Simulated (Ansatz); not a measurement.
# GaN (F-43m): LDA against r²SCAN and PBEsol

```xyz
2
Lattice="0.0000 2.2277 2.2277 2.2277 0.0000 2.2277 2.2277 2.2277 0.0000" Properties=species:S:1:pos:R:3 pbc="T T T"
Ga    0.0000    0.0000    0.0000
N     1.1139    1.1139    1.1139
```

This cell (11.06 Å³ an atom) was relaxed by PAW under LDA, and each functional gets its own cell relaxed so. Quantity: dielectric response and Born charges by linear response (direction means). The structure is a database entry and needn't be the stable phase.

Runs: (1) LDA, PAW on Ansatz 0.2.0's default frozen-core files (fitted under PBE), scalar-relativistic; k mesh 8×8×8, fixed occupations, cutoff 420 eV. (2) r²SCAN, PAW on Ansatz 0.2.0's default frozen-core files (fitted under PBE), scalar-relativistic; k mesh 8×8×8, fixed occupations, cutoff 500 eV. (3) PBEsol, PAW on Ansatz 0.2.0's default frozen-core files (fitted under PBE), scalar-relativistic; k mesh 8×8×8, fixed occupations, cutoff 420 eV.

Under LDA: ε∞ = 5.77, largest |Z*| = 2.63 e, ε₀ = 10.1.

Which way does r²SCAN move the volume, and by how much?

a = 4.498 Å, 11.37 Å³ an atom: 2.9 % larger.

What does r²SCAN give for these quantities?

```json
{"quantity": "ε∞", "LDA": "5.77", "r²SCAN": "5.50", "change": "-5 %"}
{"quantity": "largest |Z*|", "LDA": "2.63 e", "r²SCAN": "2.67 e", "change": "+2 %"}
{"quantity": "ε₀", "LDA": "10.1", "r²SCAN": "9.9", "change": "-1 %"}
```

Which way does PBEsol move the volume, and by how much?

a = 4.498 Å, 11.38 Å³ an atom: 2.9 % larger.

What does PBEsol give for these quantities?

```csv
quantity,LDA,PBEsol,change
ε∞,5.77,6.01,+4 %
largest |Z*|,2.63 e,2.66 e,under 1 %
ε₀,10.1,10.6,+5 %
```

Caveats: frozen-core PAW files fitted under PBE, their cores solved anew for the functional of the run; zone-boundary modes aren't tested; this zinc-blende form is metastable at ambient conditions; field response not resolved by the mesh.
